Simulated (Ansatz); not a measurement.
**Bi under changes of volume**

One of the cells (34.026 Å³/atom); the others are scaled copies at fixed shape and fractional positions:

```
Bi
1.0
     3.48860   -3.13258    0.00000
     3.48860    3.13258    0.00000
    -1.26023    0.00000    3.11355
Bi
2
Direct
  0.75306 0.75306 0.85738
  0.24694 0.24694 0.14262
```

This isn't the form of Bi at room conditions, which is rhombohedral.

```yaml
Program: Ansatz 0.2.0
Functional: PBEsol
Potentials_or_basis: all-electron LAPW, scalar-relativistic
Cutoff: 190 eV (chosen from the basis error)
Basis_error_allowed: 0.001 eV/atom
k_mesh: 6 × 6 × 9
Occupations: fermi-dirac, width 0.05 eV
Spin: no spin polarisation
```

```csv
volume (Å³/atom),energy over the lowest point (meV/atom),pressure (GPa),largest force (eV/Å)
31.984,0.48,0.7,0.031
32.665,0.00,-0.5,0.007
33.345,4.26,-1.5,0.031
34.026,12.73,-2.4,0.059
34.706,24.94,-3.3,0.085
35.387,40.46,-4.0,0.110
36.067,?,?,?
```

Problem. What does the run at 36.067 Å³/atom give?

Solution. Energy over the lowest point 58.91 meV/atom; pressure -4.6 GPa; largest force 0.133 eV/Å.

Worked out: A Birch-Murnaghan fit of order 3 (a polynomial in V^(-2/3)) to the other rows has its minimum at 32.39 Å³/atom with B0 = V·E''(V) = 56 GPa and B' = 4.7 at fixed shape and positions, which overstates the stiffness. It gives 58.90 meV/atom at 36.067 Å³/atom, against the run's 58.91, and -dE/dV = -4.7 GPa, against -4.6.

Energies are extrapolated to zero smearing.
